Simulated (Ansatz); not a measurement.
Runs of Ansatz 0.2.0 on HfB2. The structure is hexagonal, space group P6/mmm (No. 191). The conventional cell has a = 3.140 Å, b = 3.140 Å, c = 3.480 Å, α = 90.00°, β = 90.00°, γ = 120.00°. Hf (site symmetry 6/mmm) is surrounded by 12 B at 2.51 Å. Around B (site symmetry -6m2) lie 3 B at 1.81 Å. 

```tsv
task	level	k mesh	cutoff (eV)	smearing	basis error allowed	mesh quality	gap on the mesh (eV)	pressure (GPa)
single point	PBE	10 × 10 × 8	287	fermi-dirac 0.05 eV	0.001 eV/atom	not flagged	none	1.5
band structure	LDA	10 × 10 × 8	263	fermi-dirac 0.05 eV	0.002 eV/atom	not flagged	-	-10.1
band structure	PBE	10 × 10 × 8	260	fermi-dirac 0.05 eV	0.002 eV/atom	not flagged	-	1.5
single point	PBEsol	6 × 6 × 5	260	fermi-dirac 0.03 eV	0.002 eV/atom	coarse	none	(a)
```

Alike in all rows: potentials or basis all-electron LAPW, scalar-relativistic; no spin polarisation; cell as given.

**Question.** Fill in the values left out.

**Answer.** (a) -4.1.

Caveats: some runs use coarse meshes; the k mesh is thin for a metal, which can move the energy by tens of meV per atom (some runs).

A k mesh can miss the band edges, and the runs leave out spin-orbit coupling on Hf.

A gap of «none» marks a metal or a gap under the smearing width.

Not every run made on this cell is shown here.
